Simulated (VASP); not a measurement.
BaO in VASP 6.6.1, single-point calculation

INCAR

```
SIGMA = 0.02
LCHARG = .FALSE.
EDIFF = 1E-7
NSW = 0
LWAVE = .FALSE.
ENCUT = 520
NELM = 81
IBRION = -1
LASPH = .TRUE.
GGA = PE
ISMEAR = -1
ISIF = 2
LREAL = .TRUE.
MAXMIX = 5
NBANDS = 15
PREC = Accurate
```

KPOINTS

```
KPOINTS created by Atomic Simulation Environment
0
Gamma
8 8 8
0 0 0
```

POSCAR

```
Ba O
 1.0000000000000000
     0.0000000000000000    2.8551009619999999    2.8551009619999999
     2.8551009619999999    0.0000000000000000    2.8551009619999999
     2.8551009619999999    2.8551009619999999    0.0000000000000000
 Ba  O
   1   1
Cartesian
  0.0000000000000000  0.0000000000000000  0.0000000000000000
  2.8551009619999999  2.8551009619999999  2.8551009619999999
```

The recommended PBE PAW datasets give the neutral cell 16 valence electrons.

Command

```
mpirun -np 1 vasp_std
```

Problem. How does this run end, and what does it give?

Solution. It converged. Results: gap between bands v and c on the k mesh 2.24 eV; least direct gap on the k mesh 2.24 eV; pressure -8.1 GPa. Band v is the last that the valence electrons fill when counted band by band, and c is the next.

OSZICAR

```
N       E                     dE             d eps       ncg     rms          rms(c)
DAV:   1     0.820777377083E+02    0.82078E+02   -0.76080E+03   878   0.964E+02
DAV:   2    -0.101953135318E+02   -0.92273E+02   -0.81796E+02  1250   0.197E+02
DAV:   3    -0.142890449130E+02   -0.40937E+01   -0.40627E+01  1115   0.419E+01
DAV:   4    -0.143307561710E+02   -0.41711E-01   -0.41706E-01  1010   0.439E+00
DAV:   5    -0.143315388897E+02   -0.78272E-03   -0.78270E-03  1061   0.530E-01    0.928E+00
DAV:   6    -0.120357170411E+02    0.22958E+01   -0.92985E+00   905   0.208E+01    0.623E+00
DAV:   7    -0.117518673542E+02    0.28385E+00   -0.77786E-01   968   0.661E+00    0.197E+00
DAV:   8    -0.117285578110E+02    0.23310E-01   -0.12614E-01  1059   0.347E+00    0.628E-01
DAV:   9    -0.117237220376E+02    0.48358E-02   -0.13855E-02  1045   0.107E+00    0.175E-01
DAV:  10    -0.117252219325E+02   -0.14999E-02   -0.33317E-03   905   0.446E-01    0.474E-02
DAV:  11    -0.117252204096E+02    0.15229E-05   -0.17161E-04  1108   0.946E-02    0.353E-02
DAV:  12    -0.117252165602E+02    0.38494E-05   -0.16675E-05  1010   0.310E-02    0.167E-02
DAV:  13    -0.117252152105E+02    0.13497E-05   -0.12881E-05   905   0.310E-02    0.202E-03
DAV:  14    -0.117252157999E+02   -0.58941E-06   -0.75462E-07  1129   0.614E-03    0.956E-04
DAV:  15    -0.117252161730E+02   -0.37306E-06   -0.18242E-07   931   0.326E-03    0.572E-04
DAV:  16    -0.117252161604E+02    0.12576E-07   -0.16972E-08   645   0.987E-04
   1 F= -.11725216E+02 E0= -.11725216E+02  d E =-.425023E-11
```

These settings aren't sound, so the numbers aren't properties of the crystal.

On sound settings PBE gives a gap of 2.24 eV on its mesh and a pressure of -3.1 GPa for the intended cell.
